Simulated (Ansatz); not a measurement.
Runs of Ansatz 0.2.0 on ZrC. Symmetry: P6_3/mmc, No. 194, hexagonal system. The conventional cell has a = 3.391 Å, b = 3.391 Å, c = 5.290 Å, α = 90.00°, β = 90.00°, γ = 120.00°. Around Zr (site symmetry -6m2) lie 6 C at 2.36 Å. C (site symmetry -3m) has 6 Zr at 2.36 Å and 2 C at 2.65 Å as nearest neighbours. The cell comes from a database or a generator and needn't be the stable form of this composition.

```csv
level,U,hubbard projectors,double counting,gap on the mesh (eV),pressure (GPa)
PBEsol+U,Zr d U = 2 eV,ortho-atomic (the default),fll (the default),none,(a)
PBEsol+U,Zr d U = 6 eV,ortho-atomic (the default),fll (the default),none,0.0
PBEsol+U,Zr d U = 4 eV,ortho-atomic (the default),fll (the default),none,(b)
PBEsol+U,Zr d U = 3 eV,ortho-atomic (the default),fll (the default),none,-4.2
PBEsol+U,Zr d U = 5 eV,ortho-atomic (the default),fll (the default),none,-1.5
PBEsol,-,-,-,none,-7.8
PBEsol+U,Zr d U = 1 eV,ortho-atomic (the default),fll (the default),none,-6.7
PBEsol+U,Zr d U = 8 eV,ortho-atomic (the default),fll (the default),none,3.4
```

Alike in all rows: task projected density of states; potentials or basis Ansatz PAW; no spin polarisation; cell as given; k mesh 9 × 9 × 5; cutoff (eV) 420; smearing fermi-dirac 0.05 eV.

Q: Fill in the values left out.

A: (a) -5.5; (b) -2.9.

Caveats: the PAW data sets come from PBE, with cores solved anew for the run's functional, which leaves a small shift of forces and pressure; U without spin polarisation on a metal has little footing (some runs); the U is typed as a test and isn't derived for this compound (some runs).

A k mesh can miss the band edges, and the runs leave out spin-orbit coupling on Zr.

A gap of «none» marks a metal or a gap under the smearing width.
